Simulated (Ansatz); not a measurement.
Take a crystal in which I has been replaced by Br on all its sites, with the cell rescaled by a rough guess (in some cases also distorted within its space group) and nothing relaxed:

```
Br
1.0
    -1.43626    1.43626    3.78705
     1.43626   -1.43626    3.78705
     1.43626    1.43626   -3.78705
Br
1
Direct
  0.00000 0.00000 0.00000
```

Computed with DFT PBE, scalar-relativistic, plane waves, PAW (Ansatz).

Plane waves to 420 eV, a k mesh through Γ of 20×20×20 on the computed 1-atom cell and Gaussian smearing (0.10 eV); no spin polarisation.

(1) What pressure does the cell carry?

(2) Is it a metal on this mesh?

The cell holds layers, and where no dispersion correction was added their binding is poorly described. Spin polarisation was left out, and a magnetic state may lie lower.

Answers

(1) The pressure is 0.2 GPa (positive in compression), so the cell would hardly change its volume.

(2) Yes, a band crosses the Fermi level.

This form isn't the element's structure at ambient conditions.